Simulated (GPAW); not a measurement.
Crystal: TiNi.

```xyz
2
Lattice="2.7358 0.0000 0.0000 0.0000 2.7358 0.0000 0.0000 0.0000 3.5814" Properties=species:S:1:pos:R:3 pbc="T T T"
Ni    0.0000    0.0000    0.0000
Ti    1.3679    1.3679    1.7907
```

The cell comes from a database or a generator and needn't be the stable form of this composition.

Base run:

- Program: GPAW 26.7.0
- Functional: PBEsol
- Potentials or basis: PAW data sets generated in the run's folder for this functional
- Cutoff: 600 eV
- Basis: pw
- k mesh: 7 × 7 × 6
- Occupations: fermi-dirac, width 0.05 eV
- Spin: collinear spin, ferromagnetic start
- Starting moments: [1.0, 1.0] μB
- Hubbard terms: Ni d U = 2 eV

Its results: pressure -6.9 GPa; net moment 0.00 μB per cell.

Question: After a change of settings the same cell gave: pressure -7.3 GPa; net moment 0.00 μB per cell. Which change was it?
A. hubbard terms from Ni d U = 2 eV to Ni d U = 1 eV
B. k mesh from 7 × 7 × 6 to 10 × 10 × 8; hubbard terms from Ni d U = 2 eV to none
C. hubbard terms from Ni d U = 2 eV to Ni d U = 3 eV
D. hubbard terms from Ni d U = 2 eV to none

Answer: C.

Caveats: the stock nickel data set gives pressures a few GPa off other programs; the U is typed as a test and isn't derived for this compound.

Not every run made on this cell is shown here.
